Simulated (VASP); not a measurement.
# Be (P6_3/mmc) in VASP: notebook, part 2 of 2

VASP 6.6.1. The steps go on from the part before.

**5. Single point, LDA**

INCAR reads:

```
  ADDGRID = F
  ALGO = Normal
  EDIFF = 1E-6
  ENCUT = 460
  GGA = CA
  ISIF = 2
  ISMEAR = 1
  LASPH = T
  LCHARG = F
  LREAL = F
  LWAVE = F
  NELM = 100
  PREC = Accurate
  SIGMA = 0.02
```

KPOINTS reads:

```
k-points
0
Gamma
  11 11 7
```

POSCAR reads:

```
Be
1.0
    2.2853000000      0.0000000000      0.0000000000
   -1.1426500000      1.9791278553      0.0000000000
    0.0000000000      0.0000000000      3.5842000000
Be
2
Direct
    0.6556040000      0.3139550000      0.7387090000
    0.3030700000      0.6820070000      0.2728280000
```

Potentials or basis: VASP PAW LDA potentials, release 64 (Be).

Run with:

```sh
$ cat potpaw_LDA.64/Be/POTCAR > POTCAR
$ mpirun -np 1 vasp_std > vasp.out
```

OUTCAR:

```text
EDIFF = 1E-6
   ENCUT = 460
   GGA = CA
   ISIF = 2
   ISMEAR = 1
   LASPH = T
   LREAL = F
   NELM = 100
   PREC = Accurate

 Found    424 irreducible k-points:

 Following reciprocal coordinates:
            Coordinates               Weight
  0.000000  0.000000  0.000000      1.000000
  0.090909  0.000000  0.000000      2.000000
  0.000000  0.090909  0.000000      2.000000
 -0.090909  0.090909  0.000000      2.000000
  0.181818  0.000000  0.000000      2.000000
  0.000000  0.181818  0.000000      2.000000
   k-points           NKPTS =    424   k-points in BZ     NKDIM =    424   number of bands    NBANDS=      6
   number of dos      NEDOS =    301   number of ions     NIONS =      2
   total plane-waves  NPLWV =   7168
   dimension x,y,z NGX =    16 NGY =   16 NGZ =   28
   dimension x,y,z NGXF=    32 NGYF=   32 NGZF=   56
   ions per type =               2
   NGX,Y,Z   is equivalent  to a cutoff of  11.64, 11.64, 12.99 a.u.
   NGXF,Y,Z  is equivalent  to a cutoff of  23.28, 23.28, 25.97 a.u.
 SYSTEM =  unknown system
   PREC   = accura    normal or accurate (medium, high low for compatibility)
   ISTART =      0    job   : 0-new  1-cont  2-samecut
   ICHARG =      2    charge: 1-file 2-atom 10-const
   ISPIN  =      1    spin polarized calculation?
[... 50 lines left out ...]
  free energy    TOTEN  =        -8.30527774 eV

  energy without entropy =       -8.30525802  energy(sigma->0) =       -8.30527116

 E-fermi :   6.8011     XC(G=0): -10.5321

 val. band max:        6.7958752343   @ k =  -0.3636  -0.3636   0.1429
 cond. band min:       6.8015205575   @ k =  -0.2727  -0.3636   0.2857
 fundamental gap:      0.0056453232
 Fermi energy:         6.8010730477

 k-point     1 :       0.0000    0.0000    0.0000
  band No.  band energies     occupation
      1      -4.5077      2.00000
      2       2.2972      2.00000
      3       7.6954      0.00000
      4      21.5192      0.00000
      5      22.2634      0.00000
      6      24.1509      0.00000
[... 37 lines left out ...]
 k-point     6 :       0.0000    0.1818    0.0000
  band No.  band energies     occupation
      1      -3.5867      2.00000
      2       3.5139      2.00000
      3       7.8613      0.00000
      4      16.8942      0.00000
      5      18.9283      0.00000
      6      23.9833      0.00000

 [... further k-points ...]
[... 5 lines left out ...]
  --------------------------------------------------------------------------------------
  -------------------------------------------------------------------------------------
  Total       -0.9844363     -0.6136272     -0.3829950      0.2297328      0.1194384     -0.1433623
  in kB      -97.2946315    -60.6465147    -37.8524843     22.7051441     11.8044382    -14.1689080
  external PRESSURE =     -65.2645435 kB  Pullay stress =       0.0000000 kB

 VOLUME and BASIS-vectors are now :
 -----------------------------------------------------------------------------
  energy-cutoff  :      460.00
  volume of cell :       16.21
      direct lattice vectors                 reciprocal lattice vectors
     2.285300000  0.000000000  0.000000000     0.437579311  0.252636533  0.000000000
    -1.142650000  1.979127855  0.000000000     0.000000000  0.505273066  0.000000000
     0.000000000  0.000000000  3.584200000     0.000000000  0.000000000  0.279002288

 POSITION                                       TOTAL-FORCE (eV/Angst)
 -----------------------------------------------------------------------------------
      1.13951      0.62136      2.64768        -0.243516      0.229986      0.893301
     -0.08669      1.34978      0.97787         0.243516     -0.229986     -0.893301
 -----------------------------------------------------------------------------------
    total drift:                                0.000000      0.000000      0.000000

  FREE ENERGIE OF THE ION-ELECTRON SYSTEM (eV)
  ---------------------------------------------------
  free  energy   TOTEN  =        -8.3052777370 eV

  energy  without entropy=       -8.3052580165  energy(sigma->0) =       -8.30527116
```

stdout:

```text
POSCAR found type information on POSCAR Be
 POSCAR found :  1 types and       2 ions
 scaLAPACK will be used
 LDA part: xc-table for (Slater(with rela. corr.)+CA(PZ))
 , standard interpolation
 POSCAR, INCAR and KPOINTS ok, starting setup
 FFT: planning ... GRIDC
 FFT: planning ... GRID_SOFT
 FFT: planning ... GRID
 WAVECAR not read
 entering main loop
```

It took 9.2 s on 1 thread of AMD EPYC 9R45 (Zen 5), shared host; peak memory 0.1 GiB.

The run converged, but some of its settings lie outside the range that counts as converged, so its numbers aren't taken as properties of the crystal.

What came out:

| Item | Value |
| --- | --- |
| Free energy | -8.3053 eV |
| Pressure | -6.5 GPa |
| Largest force | 0.954 eV/Å |
| Band gap on the k mesh | none (metal or under the smearing width) |

**6. Single point, LDA**

INCAR: that of step 5 with these lines changed.

```diff
@@ -6,3 +6,3 @@
   ISIF = 2
-  ISMEAR = 1
+  ISMEAR = -5
   LASPH = T
@@ -13,2 +13,2 @@
   PREC = Accurate
-  SIGMA = 0.02
+  SIGMA = 0.2
```

KPOINTS is that of step 5.

POSCAR reads:

```
Be
1.0
    2.2853000000      0.0000000000      0.0000000000
   -1.1426500000      1.9791278553      0.0000000000
    0.0000000000      0.0000000000      3.5842000000
Be
2
Direct
    0.6666666667      0.3333333333      0.7500000000
    0.3333333333      0.6666666667      0.2500000000
```

Potentials or basis: VASP PAW LDA potentials, release 64 (Be).

Run with:

```sh
$ cat potpaw_LDA.64/Be/POTCAR > POTCAR
$ mpirun -np 1 vasp_std > vasp.out
```

It took 1.8 s on 1 thread of AMD EPYC 9R45 (Zen 5), shared host; peak memory 0.08 GiB.

The run converged, but some of its settings lie outside the range that counts as converged, so its numbers aren't taken as properties of the crystal.

What came out:

| Item | Value |
| --- | --- |
| Free energy | -8.3751 eV |
| Pressure | -7.9 GPa |
| Band gap on the k mesh | none (metal or under the smearing width) |

Caveat: tetrahedron occupations give inexact forces and stress in metals.
